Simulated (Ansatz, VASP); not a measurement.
**One calculation of Co, two programs**

```
Co
1.0
     2.50503    0.00000    0.00000
    -1.25252    2.16942    0.00000
     0.00000    0.00000    3.92450
Co
2
Direct
  0.33333 0.66667 0.25000
  0.66667 0.33333 0.75000
```

Change from the starting cell: biaxial strain in the a-b plane, c and atoms relaxed: +2.0 %.

Alike in both runs: functional PBEsol; k mesh 21 × 21 × 10; occupations gaussian, width 0.1 eV; collinear spin.

Ansatz relaxed the structure, and its values are those at the end. VASP's run is a single point on that final structure, the one shown.

|  | VASP | Ansatz |
| --- | --- | --- |
| version | VASP 6.6.1 | Ansatz 0.2.0 |
| potentials or method | VASP PAW PBE potentials, release 64 (Co) | scalar-relativistic, plane waves, PAW |
| plane-wave cutoff (eV) | 520 | 420 |
| valence electrons in the cell | 18 | 34 |

|  | VASP | Ansatz | Ansatz less VASP |
| --- | --- | --- | --- |
| gap on the k mesh at the Fermi level (eV) | none | none | - |
| pressure (GPa) | -7.0 | -6.3 | +0.78 |
| net moment per atom (μB) | 1.57 | 1.58 | +0.008 |
| size of the moment on the site where the two differ most (μB) | 1.59 | 1.65 | +0.065 |

Site moments also hang on the region over which each program counts them. A gap of «none» marks a metal or a gap that the smearing closes. The two sets of potentials don't hold the same shells in valence.

Caveats: the PAW data sets were made with another functional, which shifts forces and pressure a little (VASP).
